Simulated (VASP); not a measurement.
Here is a VASP 6.6.1 calculation.

Contents of INCAR:

```
SYSTEM = NaH
PREC = Accurate
ENCUT = 520
EDIFF = 1E-8
ISMEAR = -1
SIGMA = 0.02
LREAL = .False.
LASPH = .True.
NELM = 100
ALGO = Normal
ISIF = 2
LWAVE = .False.
LCHARG = .False.
GGA = PE
LEFG = .True.
NBANDS = 11
```

File KPOINTS:

```
regular mesh
0
Gamma
  9 9 9
  0 0 0
```

The input POSCAR:

```
NaH
1.0
    0.0000000000      2.4400000000      2.4400000000
    2.4400000000      0.0000000000      2.4400000000
    2.4400000000      2.4400000000      0.0000000000
Na H
1 1
Direct
    0.0000000000      0.0000000000      0.0347758197
    0.5000000000      0.5000000000      0.5000000000
```

Potentials or basis: VASP PAW PBE potentials, release 64 (Na_pv, H).

Run with:

```sh
$ cat potpaw_PBE.64/Na_pv/POTCAR potpaw_PBE.64/H/POTCAR > POTCAR
$ mpirun -np 1 vasp_std > vasp.out
```

**Question.** Estimate the pressure.

**Answer.** -0.6 GPa.

**Question.** What does it give for the band gap on the k mesh?

**Answer.** 4.00 eV, indirect (least direct gap 4.69 eV).

Electric field gradients, principal values (V/Å²):
```
atom     Vxx     Vyy     Vzz
1 Na   0.244   0.368  -0.612
 2 H  -0.013  -0.051   0.064
```

Caveat: an odd mesh through Γ misses points on the zone boundary, where band edges often lie.
